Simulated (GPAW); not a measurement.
C:

```
C
1.0
     2.52210    0.00000    0.00000
    -1.26105    2.18420    0.00000
     0.00000    0.00000    8.23710
C
8
Direct
  0.66667 0.33333 0.84375
  0.33333 0.66667 0.34375
  0.66667 0.33333 0.65625
  0.33333 0.66667 0.15625
  0.00000 0.00000 0.90625
  0.00000 0.00000 0.40625
  0.00000 0.00000 0.59375
  0.00000 0.00000 0.09375
```

This is a hexagonal form of diamond, not graphite.

| Quantity | Value |
| --- | --- |
| Program | GPAW 26.7.0 |
| Task | relaxation of cell and atoms |
| Functional | mBEEF |
| Potentials or basis | GPAW PAW data sets (gpaw-data 1.2.1) |
| Cutoff | 800 eV |
| Basis | pw |
| k mesh | 7 × 7 × 2 |
| Occupations | fermi-dirac, width 0.05 eV |
| Spin | no spin polarisation |

At the start: pressure -6.2 GPa; volume 5.67 Å³/atom.

Problem. Where does the relaxation end?

Solution. Over 20 steps the energy falls by 3.5 meV/atom and the volume is 5.60 Å³/atom (-1.3 %); space group P6_3/mmc (No. 194, to 0.05 Å).

The path:
```
step  energy change (eV)  largest force (eV/Å)  pressure (GPa)  volume (Å³)
   1              0.0000                0.3308           -6.22        45.38
   2             -0.0090                0.1605           -5.89        45.34
   3             -0.0145                0.1031           -5.15        45.26
   4             -0.0152                0.2605           -4.04        45.16
   5             -0.0166                0.2229           -3.99        45.15
   6             -0.0189                0.1645           -3.90        45.14
   7             -0.0211                0.0910           -3.74        45.12
   8             -0.0226                0.0250           -3.51        45.09
   9             -0.0231                0.0981           -3.21        45.06
  10             -0.0234                0.1398           -2.85        45.03
  11             -0.0239                0.1600           -2.45        44.99
  12             -0.0252                0.1523           -2.00        44.94
  13             -0.0270                0.1023           -1.49        44.89
  14             -0.0280                0.0140           -0.90        44.83
  15             -0.0275                0.0930           -0.21        44.77
  16             -0.0276                0.0867           -0.21        44.77
  17             -0.0277                0.0746           -0.21        44.77
  18             -0.0278                0.0573           -0.21        44.77
  19             -0.0280                0.0361           -0.21        44.77
  20             -0.0280                0.0124           -0.20        44.77
```

Final structure:
```
CELL_PARAMETERS angstrom
2.50327 0.00000 0.00000
-1.25164 2.16790 0.00000
0.00000 0.00000 8.24883
ATOMIC_POSITIONS crystal
C 0.66667 0.33333 0.84450
C 0.33333 0.66667 0.34450
C 0.66667 0.33333 0.65550
C 0.33333 0.66667 0.15550
C 0.00000 0.00000 0.90704
C 0.00000 0.00000 0.40704
C 0.00000 0.00000 0.59296
C 0.00000 0.00000 0.09296
```

Caveat: the k mesh is coarse; later steps reuse the first step's grids; the PAW data sets were made with another functional, which shifts forces and pressure a little.
